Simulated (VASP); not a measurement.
# Fe (Im-3m) in VASP: a series of runs

The runs below take Fe through single point, electron localisation function, equation of state, with PBEsol+U, revPBE+D3+U, PBE+D3(BJ).

Everything below comes from runs of VASP 6.6.1. Logs are shortened: lines on timing, memory, paths and dates and some standing lists are left out, and cuts for length are marked.

### 1 Starting point

It takes space group Im-3m (No. 229, cubic). The conventional cell has a = 2.886 Å, b = 2.886 Å, c = 2.886 Å, α = 90.00°, β = 90.00°, γ = 90.00°. Around Fe (site symmetry m-3m) lie 8 Fe at 2.50 Å.

### 2 Single point, PBEsol+U, collinear spin, antiferromagnetic start (cell strained at random at fixed volume)

Input file run.py:

```python
from ase.calculators.vasp import Vasp
from ase.dft.bandgap import bandgap
from ase.io import read

atoms = read('Fe.cif')
atoms.set_initial_magnetic_moments([3.0, -3.0])
calc = Vasp(
    directory='calc',
    xc='pbesol',
    pp='PBE',
    setups='recommended',
    prec='Accurate',
    encut=520,
    ediff=1e-06,
    ismear=1,
    sigma=0.1,
    lreal=False,
    lasph=True,
    nelm=150,
    algo='Fast',
    isif=2,
    lwave=False,
    lcharg=False,
    ispin=2,
    lorbit=11,
    lmaxmix=4,
    ldautype=2,
    ldauprint=1,
    ldau_luj={'Fe': {'L': 2, 'U': 3, 'J': 0.5}},
    kpts=[9, 9, 9],
    gamma=True,
    nbands=19,
)
atoms.calc = calc

print('energy (eV):', atoms.get_potential_energy())
print('free energy (eV):', atoms.get_potential_energy(force_consistent=True))
print('forces (eV/A):')
print(atoms.get_forces())
print('stress (eV/A^3, Voigt):', atoms.get_stress())
print('Fermi level (eV):', calc.get_fermi_level())
print('moment (muB):', atoms.get_magnetic_moment())
print('site moments (muB):', atoms.get_magnetic_moments())
gap, top, bottom = bandgap(calc)
print('band gap (eV):', gap, 'from (spin, k, band)', top, 'to', bottom)
```

Input file Fe.cif:

```cif
data_Fe
_cell_length_a 2.90685784
_cell_length_b 2.85934053
_cell_length_c 2.89540389
_cell_angle_alpha 88.64695861
_cell_angle_beta 91.96263376
_cell_angle_gamma 88.62456479
_space_group_name_H-M_alt 'P1'
_space_group_name_Hall 'P 1'
_space_group_IT_number 1
loop_
_space_group_symop_operation_xyz
'x,y,z'
loop_
_atom_site_label
_atom_site_type_symbol
_atom_site_symmetry_multiplicity
_atom_site_Wyckoff_symbol
_atom_site_fract_x
_atom_site_fract_y
_atom_site_fract_z
_atom_site_occupancy
Fe1 Fe 1 a 0.0000000000 0.0000000000 0.0000000000 1
Fe2 Fe 1 a 0.5000000000 0.5000000000 0.5000000000 1
```

Potentials or basis: VASP PAW PBE potentials, release 64 (Fe).

The run is started by

```sh
> python run.py
```

The program printed:

```text
energy (eV): -12.49566799
free energy (eV): -12.49607578
forces (eV/A):
[[ 0. -0. -0.]
 [-0.  0.  0.]]
stress (eV/A^3, Voigt): [-0.03896653 -0.01315548 -0.03689725  0.00871457  0.01617862  0.00876076]
Fermi level (eV): 5.8625038
moment (muB): 0.0
site moments (muB): [ 2.939 -2.939]
band gap (eV): 0.0 from (spin, k, band) (None, None, None) to (None, None, None)
```

OUTCAR:

```text
ENCUT = 520.000000
   EDIFF = 1.00e-06
   GGA = PS
   PREC = Accurate
   ISIF = 2
   ISMEAR = 1
   ISPIN = 2
   LORBIT = 11
   NELM = 150
   LASPH = .TRUE.
   LREAL = .FALSE.

 ion  position               nearest neighbor table
   1  0.000  0.000  0.000-   2 2.43   2 2.43   2 2.51   2 2.51   2 2.53   2 2.53   2 2.53   2 2.53

   2  0.500  0.500  0.500-   1 2.43   1 2.43   1 2.51   1 2.51   1 2.53   1 2.53   1 2.53   1 2.53

  LATTYP: Found a triclinic cell.
 ALAT       =     2.8954038900
 B/A-ratio  =     1.4219289098
 C/A-ratio  =     1.0039559075
 COS(alpha) =     0.0074146666
 COS(beta)  =     0.0342477227
 COS(gamma) =     0.7196694001

  Lattice vectors:

 A1 = (  -0.0991609895,   0.0707692947,   2.8928398662)
 A2 = (  -0.0305266163,   2.9292859711,   2.8928398662)
 A3 = (  -2.9068578400,   0.0000000000,   0.0000000000)

Analysis of symmetry for initial positions (statically):
=====================================================================
 Subroutine PRICEL returns following result:

  Warning from LATTYP: Got some problem with cell dimensions!
  Tried to take original basis but could not verify dimensions!
  LATTYP: Found a triclinic cell.
 ALAT       =     2.5287084765
 B/A-ratio  =     1.1450129254
 C/A-ratio  =     1.1307513526
 COS(alpha) =     0.0236128323
 COS(beta)  =     0.5650976151
 COS(gamma) =     0.6055411899
[... 12 lines left out ...]
 Subroutine GETGRP returns: Found  2 space group operations
 (whereof  2 operations were pure point group operations)
 out of a pool of  2 trial point group operations.

The static configuration has the point symmetry S_2 .

Analysis of symmetry for dynamics (positions and initial velocities):
=====================================================================
 Subroutine PRICEL returns following result:

  Warning from LATTYP: Got some problem with cell dimensions!
  Tried to take original basis but could not verify dimensions!
  LATTYP: Found a triclinic cell.
 ALAT       =     2.5287084765
 B/A-ratio  =     1.1450129254
 C/A-ratio  =     1.1307513526
 COS(alpha) =     0.0236128323
 COS(beta)  =     0.5650976151
 COS(gamma) =     0.6055411899
[... 12 lines left out ...]
 Subroutine GETGRP returns: Found  2 space group operations
 (whereof  2 operations were pure point group operations)
 out of a pool of  2 trial point group operations.

The dynamic configuration has the point symmetry S_2 .

Analysis of structural, dynamic, and magnetic symmetry:
=====================================================================
 Subroutine PRICEL returns following result:

  Warning from LATTYP: Got some problem with cell dimensions!
  Tried to take original basis but could not verify dimensions!
  LATTYP: Found a triclinic cell.
 ALAT       =     2.5287084765
 B/A-ratio  =     1.1450129254
 C/A-ratio  =     1.1307513526
 COS(alpha) =     0.0236128323
 COS(beta)  =     0.5650976151
 COS(gamma) =     0.6055411899
[... 12 lines left out ...]
 Subroutine GETGRP returns: Found  2 space group operations
[... 171 lines left out ...]
  o =  0.3272  v =  0.0000  0.0000  0.0000  0.0000  0.0000  0.1222 -0.1601 -0.8651 -0.0034  0.4594      0.0000  0.0000  0.0000  0.0000  0.0000  0.0000  0.0000  0.0000  0.0000  0.0000
  o =  0.4071  v =  0.0000  0.0000  0.0000  0.0000  0.0000 -0.6712 -0.6801  0.0837  0.2640  0.1011      0.0000  0.0000  0.0000  0.0000  0.0000  0.0000  0.0000  0.0000  0.0000  0.0000
  o =  0.5453  v =  0.0000  0.0000  0.0000  0.0000  0.0000  0.0875  0.0044 -0.3605  0.6147 -0.6961      0.0000  0.0000  0.0000  0.0000  0.0000  0.0000  0.0000  0.0000  0.0000  0.0000
  o =  0.8665  v = -0.6302 -0.6496  0.0183  0.4236 -0.0336  0.0000  0.0000  0.0000  0.0000  0.0000      0.0000  0.0000  0.0000  0.0000  0.0000  0.0000  0.0000  0.0000  0.0000  0.0000
  o =  0.8756  v = -0.3342 -0.2649  0.0359 -0.8951  0.1254  0.0000  0.0000  0.0000  0.0000  0.0000      0.0000  0.0000  0.0000  0.0000  0.0000  0.0000  0.0000  0.0000  0.0000  0.0000
  o =  0.8814  v = -0.7005  0.7115 -0.0053  0.0468 -0.0288  0.0000  0.0000  0.0000  0.0000  0.0000      0.0000  0.0000  0.0000  0.0000  0.0000  0.0000  0.0000  0.0000  0.0000  0.0000
  o =  0.9376  v = -0.0108 -0.0406 -0.5114 -0.1235 -0.8494  0.0000  0.0000  0.0000  0.0000  0.0000      0.0000  0.0000  0.0000  0.0000  0.0000  0.0000  0.0000  0.0000  0.0000  0.0000
  o =  0.9433  v =  0.0167  0.0051  0.8584 -0.0449 -0.5107  0.0000  0.0000  0.0000  0.0000  0.0000      0.0000  0.0000  0.0000  0.0000  0.0000  0.0000  0.0000  0.0000  0.0000  0.0000

atom =   2  type =  1  l = 2

 onsite density matrix

spin component  1

  0.3020  0.0856 -0.0362 -0.0232 -0.0318
  0.0856  0.3040  0.0025 -0.0388 -0.0264
 -0.0362  0.0025  0.3398 -0.0771  0.0338
 -0.0232 -0.0388 -0.0771  0.3309 -0.1525
 -0.0318 -0.0264  0.0338 -0.1525  0.3889

spin component  2

  0.8748 -0.0066  0.0014  0.0023 -0.0001
 -0.0066  0.8748  0.0017  0.0030  0.0016
  0.0014  0.0017  0.9417  0.0012 -0.0027
  0.0023  0.0030  0.0012  0.8751  0.0082
 -0.0001  0.0016 -0.0027  0.0082  0.9380

 occupancies and eigenvectors

  o =  0.1744  v =  0.2344  0.1705  0.2838  0.7398  0.5368  0.0000  0.0000  0.0000  0.0000  0.0000      0.0000  0.0000  0.0000  0.0000  0.0000  0.0000  0.0000  0.0000  0.0000  0.0000
  o =  0.2118  v =  0.6870 -0.6948  0.1848 -0.0722 -0.0775  0.0000  0.0000  0.0000  0.0000  0.0000      0.0000  0.0000  0.0000  0.0000  0.0000  0.0000  0.0000  0.0000  0.0000  0.0000
  o =  0.3272  v =  0.1222 -0.1601 -0.8651 -0.0034  0.4594  0.0000  0.0000  0.0000  0.0000  0.0000      0.0000  0.0000  0.0000  0.0000  0.0000  0.0000  0.0000  0.0000  0.0000  0.0000
  o =  0.4071  v = -0.6712 -0.6801  0.0837  0.2640  0.1011  0.0000  0.0000  0.0000  0.0000  0.0000      0.0000  0.0000  0.0000  0.0000  0.0000  0.0000  0.0000  0.0000  0.0000  0.0000
  o =  0.5453  v =  0.0875  0.0044 -0.3605  0.6147 -0.6961  0.0000  0.0000  0.0000  0.0000  0.0000      0.0000  0.0000  0.0000  0.0000  0.0000  0.0000  0.0000  0.0000  0.0000  0.0000
  o =  0.8665  v =  0.0000  0.0000  0.0000  0.0000  0.0000 -0.6302 -0.6496  0.0183  0.4236 -0.0336      0.0000  0.0000  0.0000  0.0000  0.0000  0.0000  0.0000  0.0000  0.0000  0.0000
  o =  0.8756  v =  0.0000  0.0000  0.0000  0.0000  0.0000 -0.3342 -0.2649  0.0359 -0.8951  0.1254      0.0000  0.0000  0.0000  0.0000  0.0000  0.0000  0.0000  0.0000  0.0000  0.0000
  o =  0.8814  v =  0.0000  0.0000  0.0000  0.0000  0.0000 -0.7005  0.7115 -0.0053  0.0468 -0.0288      0.0000  0.0000  0.0000  0.0000  0.0000  0.0000  0.0000  0.0000  0.0000  0.0000
  o =  0.9376  v =  0.0000  0.0000  0.0000  0.0000  0.0000 -0.0108 -0.0406 -0.5114 -0.1235 -0.8494      0.0000  0.0000  0.0000  0.0000  0.0000  0.0000  0.0000  0.0000  0.0000  0.0000
  o =  0.9433  v =  0.0000  0.0000  0.0000  0.0000  0.0000  0.0167  0.0051  0.8584 -0.0449 -0.5107      0.0000  0.0000  0.0000  0.0000  0.0000  0.0000  0.0000  0.0000  0.0000  0.0000

 number of electron      15.9999990 magnetization       0.0000000

 Free energy of the ion-electron system (eV)
  ---------------------------------------------------
  ext. energy  EPLUGINS =         0.00000000
  ---------------------------------------------------
  free energy    TOTEN  =       -12.49607578 eV

  energy without entropy =      -12.49485241  energy(sigma->0) =      -12.49566799

 E-fermi :   5.8625     XC(G=0): -12.9342

 val. band max:        5.8618345422   @ k =   0.0000   0.3333   0.4444
 cond. band min:       5.8634393456   @ k =   0.4444   0.3333   0.0000
 fundamental gap:      0.0016048035
 Fermi energy:         5.8625037989

 spin component 1

 k-point     1 :       0.0000    0.0000    0.0000
  band No.  band energies     occupation
      1      -2.9371      1.00000
      2       0.4202      1.00000
      3       0.4582      1.00000
      4       2.3498      1.00000
      5       2.5089      1.00000
      6       2.5610      1.00000
[... 1049 lines left out ...]
     18      25.1694      0.00000
     19      25.6003      0.00000

 [... further k-points ...]

------------------------ aborting loop because EDIFF is reached ----------------------------------------

  FORCE on cell =-STRESS in cart. coord.  units (eV):
  Direction    XX          YY          ZZ          XY          YZ          ZX
  --------------------------------------------------------------------------------------
  -------------------------------------------------------------------------------------
  Total        0.9366568      0.3162244      0.8869164     -0.2105666     -0.2094291     -0.3888931
  in kB       62.4312672     21.0773981     59.1159055    -14.0349609    -13.9591397    -25.9210109
  external PRESSURE =      47.5415236 kB  Pullay stress =       0.0000000 kB

 VOLUME and BASIS-vectors are now :
 -----------------------------------------------------------------------------
  energy-cutoff  :      520.00
  volume of cell :       24.04
      direct lattice vectors                 reciprocal lattice vectors
     2.906857840  0.000000000  0.000000000     0.344014071 -0.008259945  0.011994209
     0.068634373  2.858516676  0.000000000     0.000000000  0.349831788 -0.008558147
    -0.099160990  0.070769295  2.892839866     0.000000000  0.000000000  0.345681077

 POSITION                                       TOTAL-FORCE (eV/Angst)
 -----------------------------------------------------------------------------------
      0.00000      0.00000      0.00000         0.000000     -0.000000     -0.000000
      1.43817      1.46464      1.44642        -0.000000      0.000000      0.000000
 -----------------------------------------------------------------------------------
    total drift:                                0.000000      0.000000     -0.000000

  FREE ENERGIE OF THE ION-ELECTRON SYSTEM (eV)
  ---------------------------------------------------
  free  energy   TOTEN  =       -12.4960757801 eV

  energy  without entropy=      -12.4948524112  energy(sigma->0) =      -12.49566799

 total charge

# of ion       s       p       d       tot
------------------------------------------
    1        0.497   0.538   6.146   7.181
    2        0.497   0.538   6.146   7.181
--------------------------------------------------
tot          0.994   1.076  12.292  14.361

 magnetization (x)

# of ion       s       p       d       tot
------------------------------------------
    1        0.059   0.043   2.837   2.939
    2       -0.059  -0.043  -2.837  -2.939
--------------------------------------------------
tot          0.000   0.000   0.000   0.000
```

INCAR:

```text
ENCUT = 520.000000
SIGMA = 0.100000
EDIFF = 1.00e-06
ALGO = Fast
GGA = PS
PREC = Accurate
ISIF = 2
ISMEAR = 1
ISPIN = 2
LDAUPRINT = 1
LDAUTYPE = 2
LMAXMIX = 4
LORBIT = 11
NBANDS = 19
NELM = 150
LASPH = .TRUE.
LCHARG = .FALSE.
LWAVE = .FALSE.
LREAL = .FALSE.
LDAU = .TRUE.
LDAUL = 2
LDAUU = 3.000
LDAUJ = 0.500
MAGMOM = 1*3.0000 1*-3.0000
```

It took 7.7 min on 1 thread of Intel Xeon Platinum 8488C (Sapphire Rapids), shared host; peak memory 0.34 GiB.

Results:

```
Free energy                                           : -12.4961 eV
Pressure                                              : 4.8 GPa
Band gap on the k mesh                                : none (metal or under the smearing width)
Net moment                                            : 0.00 μB per cell
Site moments                                          : Fe +2.94, -2.94 μB
Valence electrons inside the program's atomic spheres : Fe 7.18
```

Levels at points of the mesh, in eV from the Fermi level:
Spin up:
| k point | band 5 | band 6 | band 7 | band 8 | band 9 | band 10 | band 11 | band 12 |
| --- | --- | --- | --- | --- | --- | --- | --- | --- |
| (0.00, 0.00, 0.00) | -3.35 | -3.30 | -0.35 | 0.01 | 1.11 | 1.54 | 1.84 | 8.61 |
Spin down:
| k point | band 5 | band 6 | band 7 | band 8 | band 9 | band 10 | band 11 | band 12 |
| --- | --- | --- | --- | --- | --- | --- | --- | --- |
| (0.00, 0.00, 0.00) | -3.35 | -3.30 | -0.35 | 0.01 | 1.11 | 1.54 | 1.84 | 8.61 |

Eigenvalues of the final occupation matrices:
```tsv
site	spin	trace	eigenvalues
site 1 d	1	4.50	0.87 0.88 0.88 0.94 0.94
site 1 d	2	1.67	0.17 0.21 0.33 0.41 0.55
site 2 d	1	1.67	0.17 0.21 0.33 0.41 0.55
site 2 d	2	4.50	0.87 0.88 0.88 0.94 0.94
```

Caveat: the PAW data sets were made with another functional, which shifts forces and pressure a little; the U is typed as a test and isn't derived for this compound.

### 3 Electron localisation function, revPBE+D3+U, collinear spin, ferromagnetic start

Input file INCAR:

```
PREC = Accurate
ENCUT = 520
EDIFF = 1E-6
ISMEAR = 0
SIGMA = 0.1
LREAL = F
LASPH = T
NELM = 120
ALGO = Normal
ISIF = 2
LWAVE = F
LCHARG = T
ISPIN = 2
MAGMOM = 3 3
LORBIT = 11
NUPDOWN = 3
LMAXMIX = 4
LDAU = T
LDAUTYPE = 2
LDAUL = 2
LDAUU = 4
LDAUJ = 0.5
LDAUPRINT = 1
GGA = RE
IVDW = 11
LELF = T
```

Input file Fe.cif:

```cif
data_Fe
_cell_length_a 2.88600000
_cell_length_b 2.88600000
_cell_length_c 2.88600000
_cell_angle_alpha 90.00000000
_cell_angle_beta 90.00000000
_cell_angle_gamma 90.00000000
_space_group_name_H-M_alt 'Im-3m'
_space_group_name_Hall '-I 4 2 3'
_space_group_IT_number 229
loop_
_space_group_symop_operation_xyz
'x,y,z'
'-x,-y,-z'
'-y,x,z'
'y,-x,-z'
'-x,-y,z'
'x,y,-z'
'y,-x,z'
'-y,x,-z'
'x,-y,-z'
'-x,y,z'
'-y,-x,-z'
'y,x,z'
'-x,y,-z'
'x,-y,z'
'y,x,-z'
'-y,-x,z'
'z,x,y'
'-z,-x,-y'
'z,-y,x'
'-z,y,-x'
'z,-x,-y'
'-z,x,y'
'z,y,-x'
'-z,-y,x'
'-z,x,-y'
'z,-x,y'
'-z,-y,-x'
'z,y,x'
'-z,-x,y'
'z,x,-y'
'-z,y,x'
'z,-y,-x'
'y,z,x'
'-y,-z,-x'
'x,z,-y'
'-x,-z,y'
'-y,z,-x'
'y,-z,x'
'-x,z,y'
'x,-z,-y'
'-y,-z,x'
'y,z,-x'
'-x,-z,-y'
'x,z,y'
'y,-z,-x'
'-y,z,x'
'x,-z,y'
'-x,z,-y'
'x+1/2,y+1/2,z+1/2'
'-x+1/2,-y+1/2,-z+1/2'
'-y+1/2,x+1/2,z+1/2'
'y+1/2,-x+1/2,-z+1/2'
'-x+1/2,-y+1/2,z+1/2'
'x+1/2,y+1/2,-z+1/2'
'y+1/2,-x+1/2,z+1/2'
'-y+1/2,x+1/2,-z+1/2'
'x+1/2,-y+1/2,-z+1/2'
'-x+1/2,y+1/2,z+1/2'
'-y+1/2,-x+1/2,-z+1/2'
'y+1/2,x+1/2,z+1/2'
'-x+1/2,y+1/2,-z+1/2'
'x+1/2,-y+1/2,z+1/2'
'y+1/2,x+1/2,-z+1/2'
'-y+1/2,-x+1/2,z+1/2'
'z+1/2,x+1/2,y+1/2'
'-z+1/2,-x+1/2,-y+1/2'
'z+1/2,-y+1/2,x+1/2'
'-z+1/2,y+1/2,-x+1/2'
'z+1/2,-x+1/2,-y+1/2'
'-z+1/2,x+1/2,y+1/2'
'z+1/2,y+1/2,-x+1/2'
'-z+1/2,-y+1/2,x+1/2'
'-z+1/2,x+1/2,-y+1/2'
'z+1/2,-x+1/2,y+1/2'
'-z+1/2,-y+1/2,-x+1/2'
'z+1/2,y+1/2,x+1/2'
'-z+1/2,-x+1/2,y+1/2'
'z+1/2,x+1/2,-y+1/2'
'-z+1/2,y+1/2,x+1/2'
'z+1/2,-y+1/2,-x+1/2'
'y+1/2,z+1/2,x+1/2'
'-y+1/2,-z+1/2,-x+1/2'
'x+1/2,z+1/2,-y+1/2'
'-x+1/2,-z+1/2,y+1/2'
'-y+1/2,z+1/2,-x+1/2'
'y+1/2,-z+1/2,x+1/2'
'-x+1/2,z+1/2,y+1/2'
'x+1/2,-z+1/2,-y+1/2'
'-y+1/2,-z+1/2,x+1/2'
'y+1/2,z+1/2,-x+1/2'
'-x+1/2,-z+1/2,-y+1/2'
'x+1/2,z+1/2,y+1/2'
'y+1/2,-z+1/2,-x+1/2'
'-y+1/2,z+1/2,x+1/2'
'x+1/2,-z+1/2,y+1/2'
'-x+1/2,z+1/2,-y+1/2'
loop_
_atom_site_label
_atom_site_type_symbol
_atom_site_symmetry_multiplicity
_atom_site_Wyckoff_symbol
_atom_site_fract_x
_atom_site_fract_y
_atom_site_fract_z
_atom_site_occupancy
Fe1 Fe 2 a 0.0000000000 0.0000000000 0.0000000000 1
```

Input file KPOINTS:

```
regular mesh
0
Gamma
  9 9 9
```

Input file POSCAR:

```
Fe
 1.0000000000000000
     2.8860000000000001    0.0000000000000000    0.0000000000000000
     0.0000000000000000    2.8860000000000001    0.0000000000000000
     0.0000000000000000    0.0000000000000000    2.8860000000000001
 Fe 
   2
Cartesian
  0.0000000000000000  0.0000000000000000  0.0000000000000000
  1.4430000000000001  1.4430000000000001  1.4430000000000001
```

Potentials or basis: VASP PAW PBE potentials, release 64 (Fe).

The run is started by

```sh
> ase convert -i cif -o vasp Fe.cif POSCAR
> cat potpaw_PBE.64/Fe/POTCAR > POTCAR
> mpirun -np 1 vasp_std > vasp.out
```

Wall time 22 s (1 thread of Intel Xeon Platinum 8488C (Sapphire Rapids), shared host); peak memory 0.15 GiB.

It converged, with:

* Free energy: -9.8096 eV
* Pressure: -18.9 GPa
* Net moment: 3.00 μB per cell
* Site moments: Fe +1.57 μB
* Valence electrons inside the program's atomic spheres: Fe 7.21
* Dispersion energy per atom: -0.471 eV

Eigenvalues of the final occupation matrices:
```tsv
site	spin	trace	eigenvalues
site 1 d	1	4.00	0.72 0.72 0.72 0.92 0.92
site 1 d	2	2.29	0.16 0.16 0.65 0.65 0.65
site 2 d	1	4.00	0.72 0.72 0.72 0.92 0.92
site 2 d	2	2.29	0.16 0.16 0.65 0.65 0.65
```

Caveat: the moment is held away from its start; the PAW data sets were made with another functional, which shifts forces and pressure a little; the total moment is fixed, so each spin has its own Fermi level; the U is typed as a test and isn't derived for this compound. The state reached can hang on the start; a lower one may exist.

### 4 Equation of state, PBE+D3(BJ), collinear spin, ferromagnetic start, 10.57 Å³/atom (a relaxed cell with its volume scaled by 0.96)

Input file INCAR:

```
SYSTEM = Fe
ALGO = Normal
EDIFF = 1E-6
ENCUT = 520
GGA = PE
ISIF = 2
ISMEAR = -1
ISPIN = 2
IVDW = 12
LASPH = .True.
LCHARG = .False.
LMAXMIX = 4
LORBIT = 11
LREAL = .False.
LWAVE = .False.
MAGMOM = 3
NELM = 120
PREC = Accurate
SIGMA = 0.05
```

Input file KPOINTS:

```
k-points
0
Gamma
  12 12 12
  0 0 0
```

Input file POSCAR:

```
Fe                                      
1.0
   -1.3823299458      1.3823299458      1.3823299458
    1.3823299458     -1.3823299458      1.3823299458
    1.3823299458      1.3823299458     -1.3823299458
  Fe            
     1
Direct
     0.0000000000000000    0.0000000000000000    0.0000000000000000
```

The run is started by

```sh
> cat potpaw_PBE.64/Fe/POTCAR > POTCAR
> mpirun -np 1 vasp_std > vasp.out
```

It took 14 s on 1 thread of Intel Xeon Platinum 8488C (Sapphire Rapids), shared host; peak memory 0.14 GiB.

It converged, with:

```yaml
Free_energy: -8.5983 eV
Pressure: 9.5 GPa
Band_gap_on_the_k_mesh: none (metal or under the smearing width)
Net_moment: 2.04 μB per cell
Site_moments: Fe +2.03 μB
Valence_electrons_inside_the_program's_atomic_spheres: Fe 7.43
Dispersion_energy_per_atom: -0.385 eV
```

Caveat: pairwise dispersion overbinds metals, which lowers pressure and volume.

[end of part 1 of 2]
